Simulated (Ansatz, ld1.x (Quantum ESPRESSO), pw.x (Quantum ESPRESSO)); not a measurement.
**Ga: does the PAW potential hold in the solid?**

```
Element                 : gallium (Ga)
Generator               : ld1.x (Quantum ESPRESSO) 7.5
Type                    : PAW
Functional              : PBE
Relativity              : scalar-relativistic
Frozen core             : [Ar] 3d10
Valence charge          : 3
Reference configuration : 4s2 4p1
Partial waves           : 4s (bound): rcut 1.60, rcutus 1.70 bohr; 4s channel at 4.7 Ry: rcut 1.60, rcutus 1.70 bohr; 4p (bound): rcut 1.40, rcutus 1.75 bohr; 4p channel at 0.35 Ry: rcut 1.40, rcutus 1.75 bohr; 4d channel at 0.4 Ry: rcut 1.35, rcutus 1.80 bohr
Local potential         : all-electron potential smoothed inside 1.60 bohr (lloc = -2)
Core correction         : a·sin(br)/r model core inside 1.65 bohr
Augmentation charge     : PSQ, inside the norm-conserving radii
```

Atomic tests: cutoffs needed: 10 Ry and 15 Ry (the cutoffs (Ry, on a coarse ladder) from which the occupation-weighted sum of valence levels, in a spherical-Bessel basis at the reference potential, stays within 10 and 1 mRy of its value at 400 Ry); ghost test: no extra level below or beside the all-electron valence levels (s, p, d, f tested) (spherical-Bessel basis up to 400 Ry, 20 bohr box); largest excitation error: -203 meV (all-electron minus pseudo) for 4s1 4p0, out of 7 test configurations.

Crystal test: fcc Ga in pw.x 7.5, no spin, 13³ k-points, Fermi–Dirac smearing 0.01 Ry, cutoffs 40/340 Ry. The reference is all-electron LAPW (Ansatz 0.2.0) with the same functional, mesh and smearing; V0 and B0 come from Birch–Murnaghan fits to the pressures at five volumes. Errors are pseudo minus all-electron; Δ is the rms difference of the E(V) curves that follow from these fits, minima aligned, over ±6 % about the mean V0. Mesh and smearing are coarse, so the numbers serve the comparison and aren't converged zero-temperature values; the lattice is a test structure that the element need not adopt.

All-electron: a0 = 4.236 Å (V0 = 19.00 Å³/atom), B0 = 48.8 GPa.

How far does the potential miss the all-electron equation of state?

mean pressure error (GPa): -2.69. The pressure does not cross zero within the volumes sampled, so no fit is given. This is a poor potential for the solid. The logarithmic derivative shows an extra or strongly shifted pseudo pole above the reference energy (d near 1.42 Ry).

```json
{"V (Å³/atom)": "18.074", "P all-electron (GPa)": "2.74", "P pseudo (GPa)": "-0.39"}
{"V (Å³/atom)": "18.549", "P all-electron (GPa)": "1.23", "P pseudo (GPa)": "-1.66"}
{"V (Å³/atom)": "19.025", "P all-electron (GPa)": "-0.07", "P pseudo (GPa)": "-2.75"}
{"V (Å³/atom)": "19.501", "P all-electron (GPa)": "-1.20", "P pseudo (GPa)": "-3.67"}
{"V (Å³/atom)": "19.976", "P all-electron (GPa)": "-2.17", "P pseudo (GPa)": "-4.47"}
```

At the middle volume, how do free energy and pressure move when the wave cutoff is lowered (ecutrho held at 340 Ry)?

```json
{"cutoff (Ry)": "18", "shift of F (meV/atom)": "+16.8", "shift of P (GPa)": "-0.12"}
{"cutoff (Ry)": "24", "shift of F (meV/atom)": "+3.9", "shift of P (GPa)": "-0.07"}
{"cutoff (Ry)": "32", "shift of F (meV/atom)": "+0.3", "shift of P (GPa)": "+0.00"}
```

The run at the middle volume (84 k-points, 7 iterations) took about 15 s on one core of a shared host (Neoverse-N1, 64 threads, 124 GiB, load 53).
